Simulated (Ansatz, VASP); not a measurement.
B: VASP beside Ansatz

File INCAR:

```
PREC = Accurate
ENCUT = 600
EDIFF = 1E-6
ISMEAR = 0
SIGMA = 0.1
LREAL = False
LASPH = True
NELM = 100
ALGO = Normal
ISIF = 3
LWAVE = False
LCHARG = False
GGA = PE
IVDW = 12
IBRION = 2
NSW = 80
EDIFFG = -0.05
```

The input KPOINTS:

```
Automatic mesh
0
Gamma
  12 12 6
```

POSCAR

```
B
1.0
    2.2192673552      0.0000000000      0.0000000000
   -1.1096336776      1.9219419074      0.0000000000
    0.0000000000      0.0000000000      3.7014371803
B
2
Direct
    0.6666666667      0.3333333333      0.7500000000
    0.3333333333      0.6666666667      0.2500000000
```

Input for Ansatz:

```yaml
crystal:
  lattice:
    - [2.2192673552, 0.0, 0.0]
    - [-1.1096336776, 1.9219419074, 0.0]
    - [0.0, 0.0, 3.7014371803]
  atoms:
    - { symbol: B, position: [0.6666666667, 0.3333333333, 0.75] }
    - { symbol: B, position: [0.3333333333, 0.6666666667, 0.25] }
basis:
  ecutwfc: 420
kpoints:
  mp_grid: { grid: [12, 12, 6] }
hamiltonian:
  xc: pbe
  dispersion: d3bj
scf:
  occupations: { method: gaussian, width: 0.1 }
output:
  forces: true
  stress: true
  eigenvalues: true
relax:
  adjacent_minimum: "off"
  f_tol: 0.05
  max_steps: 60
  cell: { stress_tol: 0.5 }
```

Alike in both runs: task relaxation of cell and atoms; functional PBE; dispersion D3(BJ); k mesh 12 × 12 × 6; occupations gaussian, width 0.1 eV; no spin polarisation.

```csv
,VASP,Ansatz
version,VASP 6.6.1,Ansatz 0.2.0
potentials or method,"VASP PAW PBE potentials, release 64 (B)","scalar-relativistic, plane waves, PAW"
plane-wave cutoff (eV),600,420
valence electrons in the cell,6,6
```

VASP gave:

* gap on the k mesh at the Fermi level, each at its own relaxed structure (eV): none
* relaxed volume (Å³/atom): 7.89
* relaxed cell length with the largest relative difference (Å): 6.268
* energy change over the relaxation (meV/atom): -966

**Question.** What did Ansatz give for the same quantities?

**Answer.** gap on the k mesh at the Fermi level, each at its own relaxed structure (eV): none; relaxed volume (Å³/atom): 8.75; relaxed cell length with the largest relative difference (Å): 6.927; energy change over the relaxation (meV/atom): -1012.

A gap of «none» marks a metal or a gap that the smearing closes. One of these differences is far larger than is usual between the two programs; its cause wasn't traced. Ansatz warned: «dispersion_switch_in_reach».

Caveats: pairwise dispersion overbinds metals, which lowers pressure and volume.
